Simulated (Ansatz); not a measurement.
Two G0W0 runs on InGa5As6 (zincblende [001] superlattice).

The cell holds 12 atoms: 1 In, 6 As and 5 Ga. Cell: a = 4.051 Å, b = 4.052 Å, c = 17.200 Å, α = 90.0°, β = 90.0°, γ = 90.0°. It derives from InAs. Regions: InAs, 2 atoms (1 In and 1 As); GaAs, 10 atoms (5 Ga and 5 As). The structure's axis is c.

```xyz
12
Lattice="4.0515 0.0000 0.0000 0.0000 4.0523 0.0000 0.0000 0.0000 17.1997" Properties=species:S:1:pos:R:3 pbc="T T T"
In    0.0000    0.0000    0.8638
As    2.0257    0.0000    2.4899
Ga    2.0257    2.0261    3.8744
As    0.0000    2.0261    5.2732
Ga    0.0000    0.0000    6.6697
As    2.0257    0.0000    8.0667
Ga    2.0257    2.0261    9.4629
As    0.0000    2.0261   10.8595
Ga    0.0000    0.0000   12.2565
As    2.0257    0.0000   13.6537
Ga    2.0257    2.0261   15.0526
As    0.0000    2.0261   16.4377
```

The structure was relaxed with PBEsol. The runs that relaxed it are not among those shown.

The first (Ansatz 0.2.0; start PBEsol, 4×4×2 mesh, 1177 empty bands, screening to 150 eV, PAW set soft_1 files; 1 × NVIDIA H100 80GB HBM3 (shared by 6 runs) with 3 threads of AMD EPYC 7R13 (Zen 3), shared host) gave, on its mesh: starting gap 0.18 eV, G0W0 gap 0.90 eV, RPA ε∞ (mean) 641.51, 2.5 min.

The second gave: starting gap 0.18 eV, G0W0 gap 0.99 eV, RPA ε∞ (mean) 640.18, 41 s.

What was changed in the input? Choose among start, files, mesh, bands and cutoff, frequency model or another key.

Changed: empty bands from 1177 to 298 and screening cutoff (eV) from 150.0 to 60. The starting gap stayed, which rules out the functional and points to the GW step. Other changes could give like numbers; this is the one that was made.

Limits: not at the basis limit; screening runs away on this mesh; no spin-orbit coupling; coarse k mesh.

[Paths, hosts, dates, memory and timing lines, banners, echoed tables and standing remarks are left out of the program output.]

[Logs are printed without paths, hosts, clocks, repeated set-up lines and the standing remarks that a program may print on its own settings, such as how far it seeks lower states.]

[Runs of the session that timed out or met a known fault of the program may be left out.]

[Cells called generated may have been cut or substituted from an entry of the Crystallography Open Database or the Materials Project.]

[Hosts, paths, dates, database ids (printed as entryN), source tags and the programs' standing remarks are cut or masked in the printed files.]
